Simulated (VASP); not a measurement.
# Sn (I4_1/amd) in VASP: further runs, part 4 of 4

VASP 6.6.1. The steps go on from the part before.

## Step 5: Equation of state, PBEsol, 25.86 Å³/atom (a relaxed cell with its volume scaled by 0.96)

The input, INCAR:

```
SYSTEM = Sn
PREC     = Accurate       ! precision mode
ENCUT    = 520            ! plane-wave cutoff, eV
EDIFF    = 1E-6           ! SCF threshold, eV
ISMEAR   = -1             ! smearing method
SIGMA    = 0.05           ! smearing width, eV
LREAL    = .FALSE.        ! projectors in reciprocal space
LASPH    = .TRUE.         ! aspherical terms in the spheres
NELM     = 80             ! most SCF steps
ALGO     = Fast           ! electronic algorithm
ISIF     = 2              ! what is computed and relaxed
LWAVE    = .FALSE.        ! write WAVECAR
LCHARG   = .FALSE.        ! write CHGCAR
GGA      = PS             ! functional
```

The input, KPOINTS:

```
regular mesh
0
G
  8 8 8
  0 0 0
```

The input, POSCAR:

```
Sn                                      
1.0
   -2.8512757678      2.8512757678      1.5901644167
    2.8512757678     -2.8512757678      1.5901644167
    2.8512757678      2.8512757678     -1.5901644167
  Sn            
     2
Direct
     0.0000000000000000    0.0000000000000000    0.0000000000000000
     0.7500000000000000    0.2500000000000000    0.5000000000000000
```

Potentials or basis: VASP PAW PBE potentials, release 64 (Sn_d).

Started as:

```console
$ cat potpaw_PBE.64/Sn_d/POTCAR > POTCAR
$ mpirun -np 1 vasp_std > vasp.out
```

OUTCAR:

```text
SYSTEM = Sn
   PREC = Accurate
   ENCUT = 520
   EDIFF = 1E-6
   ISMEAR = -1
   LREAL = .FALSE.
   LASPH = .TRUE.
   NELM = 80
   ISIF = 2
   GGA = PS

 ion  position               nearest neighbor table
   1  0.000  0.000  0.000-   2 2.96   2 2.96   2 2.96   2 2.96   2 3.72   2 3.72   2 3.72   2 3.72

   2  0.750  0.250  0.500-   1 2.96   1 2.96   1 2.96   1 2.96   1 3.72   1 3.72   1 3.72   1 3.72

  LATTYP: Found a body centered tetragonal cell.
 ALAT       =     5.7025515356
 C/A-ratio  =     0.5577027781

  Lattice vectors:

 A1 = (  -2.8512757678,   2.8512757678,   1.5901644167)
 A2 = (   2.8512757678,  -2.8512757678,   1.5901644167)
 A3 = (   2.8512757678,   2.8512757678,  -1.5901644167)

Analysis of symmetry for initial positions (statically):
=====================================================================
 Subroutine PRICEL returns:
 Original cell was already a primitive cell.

 Routine SETGRP: Setting up the symmetry group for a
 body centered tetragonal supercell.

[... 159 lines left out ...]

 Free energy of the ion-electron system (eV)
  ---------------------------------------------------
  ext. energy  EPLUGINS =         0.00000000
  ---------------------------------------------------
  free energy    TOTEN  =        -8.49685050 eV

  energy without entropy =       -8.48770843  energy(sigma->0) =       -8.49227947

 E-fermi :   8.3638     XC(G=0): -10.6811

 val. band max:        8.3595013169   @ k =  -0.2500   0.2500   0.0000
 cond. band min:       8.3956432601   @ k =  -0.3750   0.1250   0.0000
 fundamental gap:      0.0361419432
 Fermi energy:         8.3637963960

 k-point     1 :       0.0000    0.0000    0.0000
  band No.  band energies     occupation
      1     -13.2187      2.00000
      2     -13.0814      2.00000
      3     -13.0719      2.00000
      4     -13.0192      2.00000
      5     -12.8745      2.00000
      6     -12.8745      2.00000
[... 481 lines left out ...]
      5     -12.9493      2.00000
      6     -12.8682      2.00000
[... 10 lines left out ...]
     17      11.8713      0.00000
     18      13.1770      0.00000

 [... further k-points ...]
[... 5 lines left out ...]
  --------------------------------------------------------------------------------------
  -------------------------------------------------------------------------------------
  Total        0.8378018      0.8378018      0.7372432      0.0000000      0.0000000      0.0000000
  in kB       25.9580090     25.9580090     22.8423546      0.0000000      0.0000000      0.0000000
  external PRESSURE =      24.9194575 kB  Pullay stress =       0.0000000 kB

 VOLUME and BASIS-vectors are now :
 -----------------------------------------------------------------------------
  energy-cutoff  :      520.00
  volume of cell :       51.71
      direct lattice vectors                 reciprocal lattice vectors
    -2.851275768  2.851275768  1.590164417     0.000000000  0.175360099  0.314432894
     2.851275768 -2.851275768  1.590164417     0.175360099  0.000000000  0.314432894
     2.851275768  2.851275768 -1.590164417     0.175360099  0.175360099  0.000000000

 POSITION                                       TOTAL-FORCE (eV/Angst)
 -----------------------------------------------------------------------------------
      0.00000      0.00000      0.00000         0.000000      0.000000     -0.000000
      0.00000      2.85128      0.79508        -0.000000     -0.000000      0.000000
 -----------------------------------------------------------------------------------
    total drift:                                0.000000     -0.000000      0.000000

  FREE ENERGIE OF THE ION-ELECTRON SYSTEM (eV)
  ---------------------------------------------------
  free  energy   TOTEN  =        -8.4968505044 eV

  energy  without entropy=       -8.4877084272  energy(sigma->0) =       -8.49227947
```

OSZICAR:

```text
N       E                     dE             d eps       ncg     rms          rms(c)
DAV:   1     0.202775772526E+03    0.20278E+03   -0.15070E+04  2128   0.247E+03
DAV:   2     0.963853062499E+01   -0.19314E+03   -0.19073E+03  2126   0.454E+02
DAV:   3    -0.799462569077E+01   -0.17633E+02   -0.17426E+02  2402   0.140E+02
DAV:   4    -0.852840276956E+01   -0.53378E+00   -0.53258E+00  2490   0.263E+01
DAV:   5    -0.854775114682E+01   -0.19348E-01   -0.19348E-01  2894   0.462E+00    0.267E+00
RMM:   6    -0.850956823222E+01    0.38183E-01   -0.50762E-02  2473   0.321E+00    0.151E+00
RMM:   7    -0.849719102287E+01    0.12377E-01   -0.36332E-02  2450   0.253E+00    0.175E-01
RMM:   8    -0.849671707078E+01    0.47395E-03   -0.44739E-03  2730   0.906E-01    0.534E-02
RMM:   9    -0.849683234137E+01   -0.11527E-03   -0.11972E-03  3044   0.329E-01    0.433E-02
RMM:  10    -0.849684533334E+01   -0.12992E-04   -0.17455E-04  2700   0.199E-01    0.250E-02
RMM:  11    -0.849684563426E+01   -0.30092E-06   -0.83091E-05  2769   0.123E-01    0.109E-02
RMM:  12    -0.849684992661E+01   -0.42923E-05   -0.48452E-05  3075   0.661E-02    0.872E-03
RMM:  13    -0.849685050436E+01   -0.57775E-06   -0.58038E-06  1741   0.303E-02
   1 F= -.84968505E+01 E0= -.84922795E+01  d E =-.914208E-02
```

stdout:

```text
POSCAR found type information on POSCAR Sn
 POSCAR found :  1 types and       2 ions
 scaLAPACK will be used
 -----------------------------------------------------------------------------
|                                                                             |
|                                                                             |
|     You enforced a specific xc type in the INCAR file but a different       |
|     I HOPE YOU KNOW WHAT YOU ARE DOING!                                     |
|                                                                             |
 -----------------------------------------------------------------------------

 LDA part: xc-table for (Slater+PW92), standard interpolation
 POSCAR, INCAR and KPOINTS ok, starting setup
 FFT: planning ... GRIDC
 FFT: planning ... GRID_SOFT
 FFT: planning ... GRID
 WAVECAR not read
 entering main loop
```

Wall time 39 s (1 thread of Intel Xeon Platinum 8488C (Sapphire Rapids), shared host); peak memory 0.19 GiB.

What came out:

```
Free energy            : -8.4969 eV
Pressure               : 2.5 GPa
Band gap on the k mesh : none (metal or under the smearing width)
```

Caveat: the PAW data sets were made with another functional, which shifts forces and pressure a little.

## Step 6: Equation of state, PBEsol, 26.39 Å³/atom (a relaxed cell with its volume scaled by 0.98)

INCAR is that of step 5.

KPOINTS is that of step 5.

The input, POSCAR:

```
Sn                                      
1.0
   -2.8709403600      2.8709403600      1.6011314144
    2.8709403600     -2.8709403600      1.6011314144
    2.8709403600      2.8709403600     -1.6011314144
  Sn            
     2
Direct
     0.0000000000000000    0.0000000000000000    0.0000000000000000
     0.7500000000000000    0.2500000000000000    0.5000000000000000
```

Potentials or basis: VASP PAW PBE potentials, release 64 (Sn_d).

Started as:

```console
$ cat potpaw_PBE.64/Sn_d/POTCAR > POTCAR
$ mpirun -np 1 vasp_std > vasp.out
```

It took 38 s on 1 thread of Intel Xeon Platinum 8488C (Sapphire Rapids), shared host; peak memory 0.19 GiB.

Results (log left out):

```yaml
Free_energy: -8.5091 eV
Pressure: 1.2 GPa
Band_gap_on_the_k_mesh: none (metal or under the smearing width)
```

Caveat: the PAW data sets were made with another functional, which shifts forces and pressure a little.

## Step 7: Equation of state, PBEsol, 26.93 Å³/atom

INCAR is that of step 6.

KPOINTS is that of step 6.

The input, POSCAR:

```
Sn                                      
1.0
   -2.8903391941      2.8903391941      1.6119501981
    2.8903391941     -2.8903391941      1.6119501981
    2.8903391941      2.8903391941     -1.6119501981
  Sn            
     2
Direct
     0.0000000000000000    0.0000000000000000    0.0000000000000000
     0.7500000000000000    0.2500000000000000    0.5000000000000000
```

Started as:

```console
$ cat potpaw_PBE.64/Sn_d/POTCAR > POTCAR
$ mpirun -np 1 vasp_std > vasp.out
```

Run time: 64 s. Hardware: 1 thread of Intel Xeon Platinum 8488C (Sapphire Rapids), shared host; peak memory 0.22 GiB.

It converged, with:

| Quantity | Value |
| --- | --- |
| Free energy | -8.5130 eV |
| Pressure | 0.0 GPa |
| Band gap on the k mesh | none (metal or under the smearing width) |

Caveat: the PAW data sets were made with another functional, which shifts forces and pressure a little.

## Step 8: Equation of state, PBEsol, 27.47 Å³/atom (a relaxed cell with its volume scaled by 1.02)

INCAR is that of step 7.

KPOINTS is that of step 7.

The input, POSCAR:

```
Sn                                      
1.0
   -2.9094810711      2.9094810711      1.6226256761
    2.9094810711     -2.9094810711      1.6226256761
    2.9094810711      2.9094810711     -1.6226256761
  Sn            
     2
Direct
     0.0000000000000000    0.0000000000000000    0.0000000000000000
     0.7500000000000000    0.2500000000000000    0.5000000000000000
```

Started as:

```console
$ cat potpaw_PBE.64/Sn_d/POTCAR > POTCAR
$ mpirun -np 1 vasp_std > vasp.out
```

It took 63 s on 1 thread of Intel Xeon Platinum 8488C (Sapphire Rapids), shared host; peak memory 0.22 GiB.

Results (log left out):

```yaml
Free_energy: -8.5094 eV
Pressure: -1.1 GPa
Band_gap_on_the_k_mesh: none (metal or under the smearing width)
```

Caveat: the PAW data sets were made with another functional, which shifts forces and pressure a little.

## Step 9: Equation of state, PBEsol, 28.01 Å³/atom (a relaxed cell with its volume scaled by 1.04)

INCAR is that of step 8.

KPOINTS is that of step 8.

The input, POSCAR:

```
Sn                                      
1.0
   -2.9283743347      2.9283743347      1.6331625017
    2.9283743347     -2.9283743347      1.6331625017
    2.9283743347      2.9283743347     -1.6331625017
  Sn            
     2
Direct
     0.0000000000000000    0.0000000000000000    0.0000000000000000
     0.7500000000000000    0.2500000000000000    0.5000000000000000
```

Potentials or basis: VASP PAW PBE potentials, release 64 (Sn_d).

Started as:

```console
$ cat potpaw_PBE.64/Sn_d/POTCAR > POTCAR
$ mpirun -np 1 vasp_std > vasp.out
```

Wall time 67 s (1 thread of Intel Xeon Platinum 8488C (Sapphire Rapids), shared host); peak memory 0.22 GiB.

Results (log left out):

| Item | Value |
| --- | --- |
| Free energy | -8.4991 eV |
| Pressure | -2.0 GPa |
| Band gap on the k mesh | none (metal or under the smearing width) |

Caveat: the PAW data sets were made with another functional, which shifts forces and pressure a little.

## Step 10: Equation of state, PBEsol

This run uses another cell than the first one, of 26.93 Å³/atom, 0.974 times its volume.

This step only gathers the single runs of the series.

Results:

| Quantity | Value |
| --- | --- |
| Equilibrium volume | 26.93 Å³/atom |
| Bulk modulus at fixed shape and positions | 56 GPa |
| Pressure derivative of the bulk modulus | 4.5 (rough: it moves with the points fitted) |

Energy against volume, from the lowest point:
```tsv
volume (Å³/atom)	energy (meV/atom)
25.855	8.09
26.394	1.94
26.933	0.00
27.471	1.81
28.010	6.98
```

Caveat: the cell was scaled at fixed shape and fractional positions, which overstates the stiffness of a crystal with free parameters, most of all of layers and chains; the PAW data sets were made with another functional, which shifts forces and pressure a little.

## Step 11: For comparison

An earlier run on the cell as given: functional PBE; potentials or basis VASP PAW PBE potentials, release 64 (Sn_d); cutoff 520 eV; k mesh 9 × 9 × 9; occupations fermi-dirac, width 0.05 eV; no spin polarisation.

* Pressure: 1.3 GPa
* Band gap on the k mesh: none (metal or under the smearing width)

## Step 12: Overview

| task | level | potentials or basis | spin | cell | k mesh | cutoff (eV) | smearing | ladder | gap on the mesh (eV) | pressure (GPa) |
| --- | --- | --- | --- | --- | --- | --- | --- | --- | --- | --- |
| band structure | PBE+D2 | VASP PAW PBE potentials, release 64 (Sn_d_GW) | off | I4_1/amd, 27.65 Å³/atom | 9 × 9 × 9 | 600 | methfessel-paxton 0.1 eV | - | - | - |
| core levels | revPBE+D2 | VASP PAW PBE potentials, release 64 (Sn_d) | SOC, no magnetisation | atoms moved at random, drawn with an rms of 0.05 Å | 7 × 7 × 7 | 520 | methfessel-paxton 0.1 eV | - | - | -2.3 |
| electric field gradients | r2SCAN+D3(BJ) | VASP PAW PBE potentials, release 64 (Sn_d) | off | volume scaled by 0.92 | 5 × 5 × 9 | 520 | gaussian 0.05 eV | - | none | 4.1 |
| equation of state | PBEsol | VASP PAW PBE potentials, release 64 (Sn_d) | off | I4_1/amd, 26.93 Å³/atom | 8 × 8 × 8 | 520 | fermi-dirac 0.05 eV | gaps | - | - |
| single point | PBE | VASP PAW PBE potentials, release 64 (Sn_d) | off | I4_1/amd, 27.65 Å³/atom | 9 × 9 × 9 | 520 | fermi-dirac 0.05 eV | - | none | 1.3 |

Caveats: the PAW data sets were made with another functional, which shifts forces and pressure a little (some runs); pairwise dispersion overbinds metals, which lowers pressure and volume (some runs); atom-pairwise D2, TS and ULG terms overbind metals (some runs); spin-orbit coupling is left out, which moves the levels of the heavy elements (some runs); the cell was scaled at fixed shape and fractional positions, which overstates the stiffness of a crystal with free parameters, most of all of layers and chains (some runs).

Total energies depend on the potentials used, so only differences within one code and one set of settings carry meaning.
